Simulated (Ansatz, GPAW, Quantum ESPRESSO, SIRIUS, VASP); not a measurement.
**One calculation of MgO, 6 ways**

```
Mg O
1.0
     0.00000    2.09700    2.09700
     2.09700    0.00000    2.09700
     2.09700    2.09700    0.00000
Mg O
1 1
Direct
  0.00000 0.00000 0.00000
  0.50000 0.50000 0.50000
```

The cell is a database's computed one, not the measured one.

Alike in all runs: task single point; functional PBEsol; k mesh 11 × 11 × 11; occupations fermi-dirac, width 0.05 eV; no spin polarisation; no spin-orbit coupling. Pressure is positive in compression and, in plane waves, holds the error of the finite cutoff, which Ansatz's Pulay term estimates and takes out.

| program and potentials | plane-wave cutoff (eV) | notes | pressure (GPa) |
| --- | --- | --- | --- |
| Ansatz, Ansatz PAW | 420 | potentials made for PBE, which Ansatz adapts in part; 8 valence electrons an atom on average; Pulay term of +0.66 GPa included | 2.33 |
| Quantum ESPRESSO, GBRV 1.5 PBEsol | 612 | 8 valence electrons an atom on average | ? |
| SIRIUS, PseudoDojo 0.4.1 PBEsol standard (scalar relativistic) | 1152 | 8 valence electrons an atom on average | 2.25 |
| Ansatz, all-electron LAPW, scalar-relativistic | - | - | 2.41 |
| GPAW, PAW data sets generated for this functional | 800 | 8 valence electrons an atom on average | 3.13 |
| VASP, PBE PAW files Mg, O, 520 eV | 520 | potentials made for PBE; 4 valence electrons an atom on average | 1.85 |

Estimate from the other rows what the run with Quantum ESPRESSO, GBRV 1.5 PBEsol gave.

Pressure 2.40 GPa. The other rows, which needn't bracket it: pressure 1.85 to 3.13.
